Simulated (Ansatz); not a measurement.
`CC(=O)O[SiH2]F` → `CC(=O)O` + `F[SiH]` at 700 K and 1 bar (silylene formation by 1,1-elimination).

Program: Ansatz. Geometries: PBE0-D4/def2-TZVP. ΔE: electronic, gas phase. CCSD(T)/CBS is the MP2 limit (def2-TZVPP, def2-QZVPP) plus CCSD(T) − MP2 in def2-TZVPP, frozen cores. This one scheme is used for every species. Each species was taken in one conformer, which may not be the lowest.

```json
{"species": "`CC(=O)O[SiH2]F`", "CCSD(T)/CBS energy (Eh)": "-618.45411", "H − E (kJ/mol)": "272.0", "S (J/(mol·K))": "480.1"}
{"species": "`CC(=O)O`", "CCSD(T)/CBS energy (Eh)": "-228.87529", "H − E (kJ/mol)": "215.3", "S (J/(mol·K))": "365.4"}
{"species": "`F[SiH]`", "CCSD(T)/CBS energy (Eh)": "-389.46371", "H − E (kJ/mol)": "50.0", "S (J/(mol·K))": "276.0"}
```

H − E and S are ideal-gas, rigid-rotor, harmonic terms from PBE0-D4/def2-TZVP, for one conformer and one mirror image of each species. 1 Eh = 2625.50 kJ/mol, R = 8.31446 J/(mol·K).

Task: By hand: ΔE, ΔH, ΔS and ΔG.

Result: ΔE = (-228.87529) + (-389.46371) − (-618.45411) = 0.11511 Eh = 302.2 kJ/mol. Δ(H − E) = 215.3 + 50.0 − 272.0 = -6.7, so ΔH = 295.5 kJ/mol. ΔS = 365.4 + 276.0 − 480.1 = 161.3 J/(mol·K). ΔG = 295.5 − 700 × (161.3)/1000 = 182.6 kJ/mol.

Task: By hand: the equilibrium constant, and the temperature at which ΔG would vanish if ΔH and ΔS stayed fixed.

Result: log₁₀ K = −ΔG/(RT ln 10) = -13.6. ΔG = 0 at ΔH/ΔS = 1832 K.

The number of gas molecules changes by +1, which sets the sign of ΔS. A doubt of 5 kJ/mol in ΔE shifts log₁₀ K by 0.4 here. Other conformers and mirror images would add mixing entropy, several J/(mol·K) or more a flexible species. These are equilibria of isolated gas molecules and say nothing of rates. Largest T1 diagnostic: 0.015 (customary marks: 0.02 for closed shells, 0.045 for open ones).
